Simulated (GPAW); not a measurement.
NaH:

```
Na H
1.0
     5.66884    0.00000    0.00000
    -2.83442    4.90936    0.00000
     0.00000    0.00000    4.01707
Na H
1 1
Direct
  0.00000 0.00000 0.50000
  0.00000 0.00000 0.00000
```

The cell was built by a generator and needn't be a form met in nature.

Program: GPAW 26.7.0. Alike in all runs: task single point; potentials or basis GPAW PAW data sets (gpaw-data 1.2.1), pw; no spin polarisation; cell as given; k mesh 2 × 2 × 3; cutoff (eV) 600; smearing fermi-dirac 0.05 eV; the mesh is coarse, so values aren't converged.

**Question.** Order these runs on this cell by their band gap on the k mesh, lowest first.
A. level PBE0; exact-exchange share 0.25
B. level PBEh(alpha); exact-exchange share 0.1
C. level PBEh(alpha); exact-exchange share 0.35
D. level PBEh(alpha); exact-exchange share 0.5
E. level PBEh(alpha); exact-exchange share 0.2

**Answer.** B (4.24 eV), E (4.87 eV), A (5.19 eV), C (5.84 eV), D (6.82 eV).

Caveats: all runs use coarse meshes; exact exchange converges slowly with the k mesh, and this mesh is small; an odd mesh through Γ misses points on the zone boundary, where band edges often lie.

Runs at the PBE level aren't shown here.
